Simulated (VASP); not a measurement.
# Si (Fd-3m) in VASP: band structure with HSE06

Aim: the band structure of Si with HSE06.

Everything below comes from runs of VASP 6.6.1. Logs are shortened: lines on timing, memory, paths and dates and some standing lists are left out, and cuts for length are marked.

## Step 1: The structure

Symmetry: Fd-3m, No. 227, cubic system. The conventional cell has a = 5.431 Å, b = 5.431 Å, c = 5.431 Å, α = 90.00°, β = 90.00°, γ = 90.00°. Si (site symmetry -43m) is surrounded by 4 Si at 2.35 Å.

## Step 2: Band structure, HSE06

The input, POSCAR:

```
Si
1.0
    0.0000000000      2.7155000000      2.7155000000
    2.7155000000      0.0000000000      2.7155000000
    2.7155000000      2.7155000000      0.0000000000
Si
2
Direct
    0.0000000000      0.0000000000      0.0000000000
    0.2500000000      0.2500000000      0.2500000000
```

The input, INCAR.step1:

```
SYSTEM = Si
PREC = Accurate ; ENCUT = 520
EDIFF = 1E-5 ; ISMEAR = -1
SIGMA = 0.02 ; LREAL = .FALSE.
LASPH = .TRUE. ; NELM = 60
ALGO = Normal ; ISIF = 2
LWAVE = .TRUE. ; LCHARG = .FALSE.
GGA = PE
```

The input, INCAR.step2:

```
SYSTEM = Si
PREC = Accurate ; ENCUT = 520
EDIFF = 1E-6 ; ISMEAR = -1
SIGMA = 0.02 ; LREAL = .FALSE.
LASPH = .TRUE. ; NELM = 60
ALGO = Normal ; ISIF = 2
LWAVE = .FALSE. ; LCHARG = .FALSE.
GGA = PE ; LHFCALC = .TRUE.
HFSCREEN = 0.2 ; PRECFOCK = Fast
ISTART = 1
```

The input, KPOINTS:

```
Automatic mesh
0
G
  6 6 6
  0 0 0
```

The input, KPOINTS_OPT:

```
path GXWKGLUWLK,UX
10
line-mode
reciprocal
 0.0000000000  0.0000000000  0.0000000000  G
 0.5000000000  0.0000000000  0.5000000000  X

 0.5000000000  0.0000000000  0.5000000000  X
 0.5000000000  0.2500000000  0.7500000000  W

 0.5000000000  0.2500000000  0.7500000000  W
 0.3750000000  0.3750000000  0.7500000000  K

 0.3750000000  0.3750000000  0.7500000000  K
 0.0000000000  0.0000000000  0.0000000000  G

 0.0000000000  0.0000000000  0.0000000000  G
 0.5000000000  0.5000000000  0.5000000000  L

 0.5000000000  0.5000000000  0.5000000000  L
 0.6250000000  0.2500000000  0.6250000000  U

 0.6250000000  0.2500000000  0.6250000000  U
 0.5000000000  0.2500000000  0.7500000000  W

 0.5000000000  0.2500000000  0.7500000000  W
 0.5000000000  0.5000000000  0.5000000000  L

 0.5000000000  0.5000000000  0.5000000000  L
 0.3750000000  0.3750000000  0.7500000000  K

 0.6250000000  0.2500000000  0.6250000000  U
 0.5000000000  0.0000000000  0.5000000000  X
```

Potentials or basis: VASP PAW PBE potentials, release 64 (Si).

The run is started by

```
$ cat potpaw_PBE.64/Si/POTCAR > POTCAR
$ cp INCAR.step1 INCAR
$ mpirun -np 1 vasp_std > vasp.out
$ cp INCAR.step2 INCAR
$ mpirun -np 1 vasp_std > vasp.out
```

OUTCAR:

```text
SYSTEM = Si
   PREC = Accurate
   ENCUT = 520
   EDIFF = 1E-6
   ISMEAR = -1
   LREAL = .FALSE.
   LASPH = .TRUE.
   NELM = 60
   ISIF = 2
   GGA = PE
   LHFCALC = .TRUE.
   HFSCREEN = 0.2
   PRECFOCK = Fast
   ISTART = 1

 ion  position               nearest neighbor table
   1  0.000  0.000  0.000-   2 2.35   2 2.35   2 2.35   2 2.35
   2  0.250  0.250  0.250-   1 2.35   1 2.35   1 2.35   1 2.35

  LATTYP: Found a face centered cubic cell.
 ALAT       =     5.4310000000

  Lattice vectors:

 A1 = (   0.0000000000,   2.7155000000,   2.7155000000)
 A2 = (   2.7155000000,   0.0000000000,   2.7155000000)
 A3 = (   2.7155000000,   2.7155000000,   0.0000000000)

Analysis of symmetry for initial positions (statically):
=====================================================================
 Subroutine PRICEL returns:
 Original cell was already a primitive cell.

 Routine SETGRP: Setting up the symmetry group for a
 face centered cubic supercell.

 Subroutine GETGRP returns: Found 48 space group operations
 (whereof 24 operations were pure point group operations)
 out of a pool of 48 trial point group operations.

The static configuration has the point symmetry T_d .
 The point group associated with its full space group is O_h .

Analysis of symmetry for dynamics (positions and initial velocities):
=====================================================================
 Subroutine PRICEL returns:
 Original cell was already a primitive cell.

 Routine SETGRP: Setting up the symmetry group for a
 face centered cubic supercell.

 Subroutine GETGRP returns: Found 48 space group operations
 (whereof 24 operations were pure point group operations)
 out of a pool of 48 trial point group operations.

The dynamic configuration has the point symmetry T_d .
 The point group associated with its full space group is O_h .

 Subroutine INISYM returns: Found 48 space group operations
 (whereof 24 operations are pure point group operations),
 and found     1 'primitive' translations

----------------------------------------------------------------------------------------

                                     Primitive cell

  volume of cell :      40.0479

  direct lattice vectors                    reciprocal lattice vectors
     0.000000000  2.715500000  2.715500000    -0.184128153  0.184128153  0.184128153
     2.715500000  0.000000000  2.715500000     0.184128153 -0.184128153  0.184128153
     2.715500000  2.715500000  0.000000000     0.184128153  0.184128153 -0.184128153

  length of vectors
[... 87 lines left out ...]
   EFERMI =   0.00;   METHOD = LEGACY
   ISMEAR =    -1;   SIGMA  =   0.02  broadening in eV -4-tet -1-fermi 0-gaus
   EFERMI_NEDOS =   21; number of points for ismear=-14 and -15
   IALGO  =     38    algorithm
   IMIX   =      1    mixing-type and parameters
     AMIX     =   0.40;   BMIX     =  1.00
     AMIX_MAG =   1.60;   BMIX_MAG =  1.00
  volume/ion in A,a.u.               =      20.02       135.13
  Fermi-wavevector in a.u.,A,eV,Ry     =   0.956999  1.808467 12.460868  0.915848
  Thomas-Fermi vector in A             =   2.085978
   LORBIT       =      0    0 simple, 1 ext, 2 COOP (PROOUT), +10 PAW based schemes
   GGA     = PE    functional components
   LHFCALC =     T    Hartree Fock is set to
   PRECFOCK=fast      Normal, Fast or Accurate (Low or Medium for compatibility)
   ENCUT4O =  -1.0   cutoff for four orbital integrals eV
   NKREDX  =     1    reduce k-point grid by
   NKREDY  =     1    reduce k-point grid by
   NKREDZ  =     1    reduce k-point grid by
   AEXX    =    0.2500 exact exchange contribution
   HFSCREEN=    0.2000 screening length (either q_TF or 0.3 A-1)
   HFSCREENC=   0.2000 screening length for correlation (either q_TF or 0.3 A-1)
   ENCUTFOCK=  -1.0 apply spherical cutoff to Coloumb kernel
   IVDW    =     0    specifies the selected vdW correction
   LEPSILON=     F    determine dielectric tensor
   LRPA    =     F    only Hartree local field effects (RPA)
 non-spin polarized calculation
  energy-cutoff  :      520.00
  volume of cell :       40.05
 maximum number of plane-waves:      1090
 NGX is ok and might be reduce to    30
  NGX = 16; NGY = 16; NGZ = 16

 number of electron       8.0000000 magnetization

 Free energy of the ion-electron system (eV)
  ---------------------------------------------------
  ext. energy  EPLUGINS =         0.00000000
  ---------------------------------------------------
  free energy    TOTEN  =       -12.56766192 eV

  energy without entropy =      -12.56766192  energy(sigma->0) =      -12.56766192

 E-fermi :   5.9381     XC(G=0):  -7.8344

 val. band max:        5.4647654105   @ k =   0.0000   0.0000   0.0000
 cond. band min:       6.7733575561   @ k =   0.5000   0.5000   0.0000
 fundamental gap:      1.3085921456
 Fermi energy:         5.9381130128

 k-point     1 :       0.0000    0.0000    0.0000
  band No.  band energies     occupation
      1      -7.8306      2.00000
      2       5.4648      2.00000
      3       5.4648      2.00000
      4       5.4648      2.00000
      5       8.8084      0.00000
      6       8.8084      0.00000
      7       8.8084      0.00000
      8       9.8067      0.00000
[... 155 lines left out ...]
 k-point    16 :      -0.3333    0.5000    0.1667
  band No.  band energies     occupation
      1      -3.0747      2.00000
      2      -3.0747      2.00000
      3       1.4944      2.00000
      4       1.4944      2.00000
      5       8.9436      0.00000
      6       8.9436      0.00000
      7      13.3045      0.00000
      8      13.3045      0.00000

------------------------ aborting loop because EDIFF is reached ----------------------------------------

  FORCE on cell =-STRESS in cart. coord.  units (eV):
  Direction    XX          YY          ZZ          XY          YZ          ZX
  --------------------------------------------------------------------------------------
  -------------------------------------------------------------------------------------
  Total        0.0448310      0.0448310      0.0448310     -0.0000000      0.0000000      0.0000000
  in kB        1.7935341      1.7935341      1.7935341     -0.0000000      0.0000000      0.0000000
  external PRESSURE =       1.7935341 kB  Pullay stress =       0.0000000 kB

 VOLUME and BASIS-vectors are now :
 -----------------------------------------------------------------------------
  energy-cutoff  :      520.00
  volume of cell :       40.05
      direct lattice vectors                 reciprocal lattice vectors
     0.000000000  2.715500000  2.715500000    -0.184128153  0.184128153  0.184128153
     2.715500000  0.000000000  2.715500000     0.184128153 -0.184128153  0.184128153
     2.715500000  2.715500000  0.000000000     0.184128153  0.184128153 -0.184128153

 POSITION                                       TOTAL-FORCE (eV/Angst)
 -----------------------------------------------------------------------------------
      0.00000      0.00000      0.00000        -0.000000     -0.000000     -0.000000
      1.35775      1.35775      1.35775         0.000000      0.000000      0.000000
 -----------------------------------------------------------------------------------
    total drift:                               -0.000000      0.000000     -0.000000

  FREE ENERGIE OF THE ION-ELECTRON SYSTEM (eV)
  ---------------------------------------------------
  free  energy   TOTEN  =       -12.5676619220 eV

  energy  without entropy=      -12.5676619220  energy(sigma->0) =      -12.56766192
```

OSZICAR.step1:

```text
N       E                     dE             d eps       ncg     rms          rms(c)
DAV:   1     0.848294931380E+01    0.84829E+01   -0.33777E+03   256   0.775E+02
DAV:   2    -0.106832024911E+02   -0.19166E+02   -0.19045E+02   400   0.844E+01
DAV:   3    -0.110022662138E+02   -0.31906E+00   -0.31906E+00   352   0.125E+01
DAV:   4    -0.110050614879E+02   -0.27953E-02   -0.27953E-02   392   0.935E-01
DAV:   5    -0.110050642354E+02   -0.27475E-05   -0.27474E-05   352   0.261E-02    0.490E+00
DAV:   6    -0.108776695481E+02    0.12739E+00   -0.83795E-02   312   0.152E+00    0.300E+00
DAV:   7    -0.108196192517E+02    0.58050E-01   -0.15899E-01   328   0.223E+00    0.195E-01
DAV:   8    -0.108207779602E+02   -0.11587E-02   -0.41667E-03   296   0.493E-01    0.754E-02
DAV:   9    -0.108209729268E+02   -0.19497E-03   -0.18297E-04   360   0.108E-01    0.564E-02
DAV:  10    -0.108210037124E+02   -0.30786E-04   -0.38766E-05   304   0.465E-02    0.109E-02
DAV:  11    -0.108210033203E+02    0.39210E-06   -0.46632E-07   168   0.529E-03
   1 F= -.10821003E+02 E0= -.10821003E+02  d E =-.726997E-09
```

It took 7.6 min on 1 thread of Intel Xeon Platinum 8488C (Sapphire Rapids), shared host; peak memory 0.33 GiB.

Results:

```
Free energy             : -12.5677 eV
Pressure                : 0.2 GPa
Band gap on the k mesh  : 1.31 eV, indirect (least direct gap 3.34 eV)
Band gap along the path : 1.17 eV, indirect (least direct gap 3.34 eV)
```

Levels at the corners of the path, in eV from the valence-band top:
| point | band 1 | band 2 | band 3 | band 4 | band 5 | band 6 | band 7 | band 8 |
| --- | --- | --- | --- | --- | --- | --- | --- | --- |
| Γ | -13.30 | 0.00 | 0.00 | 0.00 | 3.34 | 3.34 | 3.34 | 4.34 |
| X | -8.67 | -8.67 | -3.14 | -3.14 | 1.31 | 1.31 | 11.51 | 11.52 |
| X | -8.67 | -8.67 | -3.14 | -3.14 | 1.31 | 1.31 | 11.52 | 11.52 |
| W | -8.49 | -8.49 | -4.20 | -4.20 | 5.07 | 5.07 | 6.00 | 6.00 |
| W | -8.49 | -8.49 | -4.20 | -4.20 | 5.07 | 5.07 | 6.00 | 6.00 |
| K | -9.14 | -8.01 | -4.70 | -2.66 | 1.84 | 4.96 | 8.66 | 9.16 |
| K | -9.14 | -8.01 | -4.70 | -2.66 | 1.84 | 4.96 | 8.65 | 9.17 |
| Γ | -13.30 | 0.00 | 0.00 | 0.00 | 3.34 | 3.34 | 3.34 | 4.34 |
| Γ | -13.30 | 0.00 | 0.00 | 0.00 | 3.34 | 3.34 | 3.34 | 4.34 |
| L | -10.70 | -7.72 | -1.31 | -1.31 | 2.26 | 4.16 | 4.16 | 8.64 |
| L | -10.70 | -7.72 | -1.31 | -1.31 | 2.26 | 4.16 | 4.16 | 8.64 |
| U | -9.14 | -8.01 | -4.70 | -2.66 | 1.84 | 4.96 | 8.65 | 9.21 |
| U | -9.14 | -8.01 | -4.70 | -2.66 | 1.84 | 4.96 | 8.67 | 9.15 |
| W | -8.49 | -8.49 | -4.20 | -4.20 | 5.07 | 5.07 | 6.00 | 6.00 |
| W | -8.49 | -8.49 | -4.20 | -4.20 | 5.07 | 5.07 | 6.00 | 6.00 |
| L | -10.70 | -7.72 | -1.31 | -1.31 | 2.26 | 4.16 | 4.16 | 8.64 |
| L | -10.70 | -7.72 | -1.31 | -1.31 | 2.26 | 4.16 | 4.16 | 8.64 |
| K | -9.14 | -8.01 | -4.70 | -2.66 | 1.84 | 4.96 | 8.67 | 9.23 |
| U | -9.14 | -8.01 | -4.70 | -2.66 | 1.84 | 4.96 | 8.66 | 9.18 |
| X | -8.67 | -8.67 | -3.14 | -3.14 | 1.31 | 1.31 | 11.52 | 11.53 |

Caveat: the PAW data sets were made with another functional, which shifts forces and pressure a little; the mesh misses the band edges, which the band path finds closer together.
